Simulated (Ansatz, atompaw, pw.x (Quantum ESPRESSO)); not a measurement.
**silicon: one change to the PAW (atompaw) potential, in the atom and in the fcc crystal**

* Element: Si
* Generator: atompaw 4.2.0.5
* Type: PAW
* Functional: PBEsol
* Relativity: scalar-relativistic
* Frozen core: [Ne]
* Valence charge: 4
* Reference configuration: 3s1.5 3p2.5
* Partial waves: 3s (bound): rc 2.50 bohr; 3s channel at -0.35 Ry: rc 2.50 bohr; 3p (bound): rc 2.50 bohr; 3p channel at 3.8 Ry: rc 2.50 bohr; 3d channel at 0.4 Ry: rc 2.25 bohr
* Local potential: bessel scheme, radius 2.05 bohr
* Core correction: smooth core density matched at 1.95 bohr
* Augmentation charge: sinc compensation charge, radius 2.40 bohr; PAW radius 2.50 bohr; waves and projectors: custom polynom vanderbiltortho

Change: wave 3s channel at -0.35 Ry: rc 2.50 bohr becomes 3s channel at -0.35 Ry: rc 1.94 bohr.

Cutoffs, loose and tight: the cutoffs (Ry, on a coarse ladder) from which the occupation-weighted sum of valence levels, in a spherical-Bessel basis at the reference potential, stays within 10 and 1 mRy of its value at 400 Ry. They see the waves, projectors and local potential, not the compensation charge or the core.

Crystal test: fcc Si in pw.x 7.5, no spin, 15³ k-points, Fermi–Dirac smearing 0.01 Ry, cutoffs set for each file from its atomic test. The reference is all-electron LAPW (Ansatz 0.2.0) with the same functional, mesh and smearing; V0 and B0 come from Birch–Murnaghan fits to the pressures at five volumes. Errors are pseudo minus all-electron; Δ is the rms difference of the E(V) curves that follow from these fits, minima aligned, over ±6 % about the mean V0. Mesh and smearing are coarse, so the numbers serve the comparison and aren't converged zero-temperature values; the lattice is a test structure that the element need not adopt.

All-electron: a0 = 3.832 Å (V0 = 14.07 Å³/atom), B0 = 91.1 GPa.

Does the change bring the crystal closer to the all-electron result?

The mean pressure error goes from +1.94 to +2.00 GPa, a small move against the size of the error.

```json
{"quantity": "outcome (atom)", "base": "generated", "changed": "generated"}
{"quantity": "cutoff, loose (atom)", "base": "6 Ry", "changed": "6 Ry"}
{"quantity": "cutoff, tight (atom)", "base": "10 Ry", "changed": "10 Ry"}
{"quantity": "bound ghosts (atom)", "base": "none", "changed": "none"}
{"quantity": "cutoffs in pw.x (Ry)", "base": "40/400", "changed": "40/400"}
{"quantity": "a0 (Å)", "base": "3.858", "changed": "3.858"}
{"quantity": "a0 error (%)", "base": "+0.67", "changed": "+0.69"}
{"quantity": "B0 error (%)", "base": "-1.2", "changed": "-1.1"}
{"quantity": "Δ (meV/atom)", "base": "5.7", "changed": "5.8"}
{"quantity": "mean pressure error (GPa)", "base": "+1.94", "changed": "+2.00"}
```

Base: This is a poor potential for the solid. Changed file: This is a poor potential for the solid. The atomic cutoffs weigh occupied waves only.
